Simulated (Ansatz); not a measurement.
## P under changes of volume

One of the cells (20.458 Å³/atom); the others are scaled copies at fixed shape and fractional positions:

```
CELL_PARAMETERS angstrom
1.64774 -5.46504 0.00000
1.64774 5.46504 0.00000
0.00000 0.00000 4.54364
ATOMIC_POSITIONS crystal
P 0.90414 0.09586 0.58882
P 0.09586 0.90414 0.41118
P 0.59586 0.40414 0.08882
P 0.40414 0.59586 0.91118
```

```yaml
Program: Ansatz 0.2.0
Functional: PBE
Potentials_or_basis: Ansatz PAW
Cutoff: "420 eV (not typed: the program's choice for these potentials)"
k_mesh: 8 × 8 × 6
Occupations: fermi-dirac, width 0.05 eV
Spin: no spin polarisation
```

```csv
volume (Å³/atom),energy over the lowest point (meV/atom),pressure (GPa),gap on the mesh (eV),largest force (eV/Å)
19.230,?,?,?,?
19.639,22.01,5.5,0.04,0.704
20.049,10.40,3.6,0.06,0.512
20.458,3.21,2.0,0.10,0.338
20.867,0.00,0.5,0.13,0.188
21.276,0.38,-0.8,0.17,0.112
21.685,4.00,-2.0,0.21,0.189
```

Problem. What does the run at 19.230 Å³/atom give?

Solution. Energy over the lowest point 38.54 meV/atom; pressure 7.5 GPa; gap on the mesh 0.02 eV; largest force 0.913 eV/Å.

Worked out: A Birch-Murnaghan fit of order 3 (a polynomial in V^(-2/3)) to the other rows has its minimum at 21.02 Å³/atom with B0 = V·E''(V) = 69 GPa and B' = 4.2 at fixed shape and positions, which overstates the stiffness. It gives 38.47 meV/atom at 19.230 Å³/atom, against the run's 38.54, and -dE/dV = 7.5 GPa, against 7.5.

Energies are extrapolated to zero smearing.

A mesh can miss the band edges.
